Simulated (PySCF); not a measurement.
# Which basis set comes closest?

Molecule: SMILES CCC=C, C4H8.

Numbering as in the mapped SMILES `[CH2:1]=[CH:2][CH2:3][CH3:4]` (H(Xn): hydrogen on atom n). Ha(C1) is cis to C3; Hb(C1) is trans to C3.

Geometry PBE0-D3(BJ)/def2-SVP throughout; GIAO in PySCF 2.14.0 with density-fitted response routines, gas phase, one conformer, non-relativistic; equivalent atoms averaged; functional PBE0.

Reference values (measured; solution, not stated per compound (mostly CDCl3 or CCl4); Pretsch, Buehlmann, Badertscher, Structure Determination of Organic Compounds, 4th ed. (2009)): δ(C3) = 27.4 ppm, δ(C4) = 13.4 ppm, δ(H(C3)) = 2.00 ppm, δ(H(C4)) = 1.00 ppm. Computed shifts are taken against TMS, calculated as an isolated molecule at each level.

Problem. How do the basis sets STO-3G, 6-31G, pcSseg-0, 6-31G*, def2-SVP, cc-pVDZ, pcSseg-1, 6-311+G(2d,p), aug-cc-pVDZ, def2-TZVP, IGLO-III, cc-pVTZ, pcSseg-2 perform against the reference? Times are CPU seconds on shared hosts with different chips, so compare them loosely.

Solution. 
```csv
basis set,functions,C3,C4,H(C3),H(C4),mean abs. error C,mean abs. error H,core-s
STO-3G,28,30.0,19.7,1.57,0.80,4.5,0.31,1.5
6-31G,52,30.2,16.2,2.22,1.16,2.8,0.19,2.7
pcSseg-0,52,31.5,17.1,2.05,1.16,3.9,0.10,2.3
6-31G*,72,29.5,15.6,2.10,1.01,2.2,0.06,3.4
def2-SVP,96,29.3,15.4,1.91,0.88,2.0,0.11,4.1
cc-pVDZ,96,32.2,16.6,2.02,0.93,4.0,0.04,4.8
pcSseg-1,108,32.4,16.6,2.00,1.01,4.1,0.01,5.8
"6-311+G(2d,p)",156,32.0,15.8,2.11,0.96,3.5,0.07,8.9
aug-cc-pVDZ,164,32.2,15.8,2.19,1.04,3.6,0.11,10
def2-TZVP,172,32.9,16.4,2.12,0.97,4.2,0.08,9.9
IGLO-III,220,33.4,16.4,2.15,0.98,4.5,0.08,15
cc-pVTZ,232,32.5,16.0,2.12,0.97,3.9,0.08,18
pcSseg-2,256,33.8,16.9,2.14,0.99,4.9,0.08,17
```

For ¹³C the closest is def2-SVP (2.0 ppm, with 6-31G* practically level) and the furthest pcSseg-2 (4.9 ppm).

For ¹H the closest is pcSseg-1 (0.01 ppm) and the furthest STO-3G (0.31 ppm). Where a smaller basis beats a larger one, errors probably cancel; the largest sets show where the functional converges. One molecule is a small sample, and vibrational and solvent effects are absent from the calculation.

A small basis that lands close on one nucleus may do so by chance; judge by the trend and by all nuclei.
